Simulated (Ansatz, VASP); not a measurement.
Two plane-wave programs on Cu

POSCAR

```
Cu
1.0
    0.0000000000      1.8154809678      1.8154809678
    1.8154809678      0.0000000000      1.8154809678
    1.8154809678      1.8154809678      0.0000000000
Cu
1
Direct
    0.0000000000      0.0000000000      0.0000000000
```

The input INCAR.step1:

```
SYSTEM = Cu
  ALGO = Normal
  EDIFF = 1E-4
  ENCUT = 520
  GGA = PE
  ISMEAR = 0
  LASPH = .True.
  LCHARG = .False.
  LREAL = .False.
  LWAVE = .True.
  NBANDS = 12
  NELM = 100
  PREC = Accurate
  SIGMA = 0.05
```

Contents of INCAR.step2:

```
SYSTEM = Cu
  ALGO = Normal
  EDIFF = 1E-7
  ENCUT = 520
  ISIF = 2
  ISMEAR = 0
  ISTART = 1
  LASPH = .True.
  LCHARG = .True.
  LELF = .True.
  LMIXTAU = .True.
  LREAL = .False.
  LVHAR = .True.
  LWAVE = .False.
  METAGGA = R2SCAN
  NBANDS = 12
  NELM = 100
  PREC = Accurate
  SIGMA = 0.05
```

KPOINTS

```
k-points
0
Gamma
  20 20 20
  0 0 0
```

Input for Ansatz:

```yaml
crystal:
  lattice:
    - [0.0, 1.8154809675, 1.8154809675]
    - [1.8154809675, 0.0, 1.8154809675]
    - [1.8154809675, 1.8154809675, 0.0]
  atoms:
    - { symbol: Cu, position: [0.0, 0.0, 0.0] }
basis:
  ecutwfc: 500
  ecutrho_ratio: 4
kpoints:
  mp_grid: { grid: [20, 20, 20] }
hamiltonian:
  xc: r2scan
scf:
  occupations: { method: gaussian, width: 0.05 }
output:
  forces: true
  stress: true
  eigenvalues: true
```

Alike in both runs: task single point; functional r2SCAN; k mesh 20 × 20 × 20; occupations gaussian, width 0.05 eV; no spin polarisation.

```csv
,VASP,Ansatz
version,VASP 6.6.1,Ansatz 0.2.0
potentials or method,"VASP PAW PBE potentials, release 64 (Cu)","scalar-relativistic, plane waves, PAW"
plane-wave cutoff (eV),520,500
valence electrons in the cell,11,19
```

```csv
,VASP,Ansatz,Ansatz less VASP
gap on the k mesh at the Fermi level (eV),none,none,-
pressure (GPa),-6.0,-6.6,-0.58
```

A gap of «none» marks a metal or a gap that the smearing closes. The functional is the same, so the differences come from potentials, cutoffs and numerics. The two sets of potentials don't hold the same shells in valence.

Caveats: the PAW data sets were made with another functional, which shifts forces and pressure a little (VASP).
